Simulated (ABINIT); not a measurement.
The system is SnSe2.

```
CELL_PARAMETERS angstrom
3.81100 0.00000 0.00000
-1.90550 3.30042 0.00000
0.00000 0.00000 6.13600
ATOMIC_POSITIONS crystal
Sn 0.00000 0.00000 0.00000
Se 0.66667 0.33333 0.75100
Se 0.33333 0.66667 0.24900
```

```yaml
Program: ABINIT 10.8.3 (patched build)
Task: relaxation of cell and atoms
Functional: PBEsol
Potentials_or_basis: JTH PAW PBE v2.0
Cutoff: 599 eV
k_mesh: 8 × 8 × 5
Occupations: fermi-dirac, width 0.05 eV
Spin: no spin polarisation
```

At the start: pressure 2.5 GPa; volume 25.73 Å³/atom.

Task: Where does the relaxation end?

Result: Over 6 steps the energy falls by 12.2 meV/atom and the volume is 26.02 Å³/atom (+1.2 %); space group P-3m1 (No. 164, to 0.05 Å).

Step by step:
| step | energy change (eV) | largest force (eV/Å) | pressure (GPa) | volume (Å³) |
| --- | --- | --- | --- | --- |
| 1 | 0.0000 | 0.6074 | 2.53 | 77.18 |
| 2 | -0.0157 | 0.4569 | 1.71 | 77.78 |
| 3 | -0.0347 | 0.0706 | -0.19 | 79.08 |
| 4 | -0.0354 | 0.0340 | -0.26 | 78.95 |
| 5 | -0.0365 | 0.0108 | -0.15 | 78.33 |
| 6 | -0.0366 | 0.0010 | -0.01 | 78.07 |

Final structure:
```
CELL_PARAMETERS angstrom
3.81549 0.00000 0.00000
-1.90775 3.30432 0.00000
0.00000 0.00000 6.19235
ATOMIC_POSITIONS crystal
Sn 0.00000 0.00000 0.00000
Se 0.66667 0.33333 0.74354
Se 0.33333 0.66667 0.25646
```

Caveat: the PAW data sets were made with another functional, which shifts forces and pressure a little; this functional lacks dispersion, which binds the layers, so the pressure and a relaxed spacing across them are unreliable.
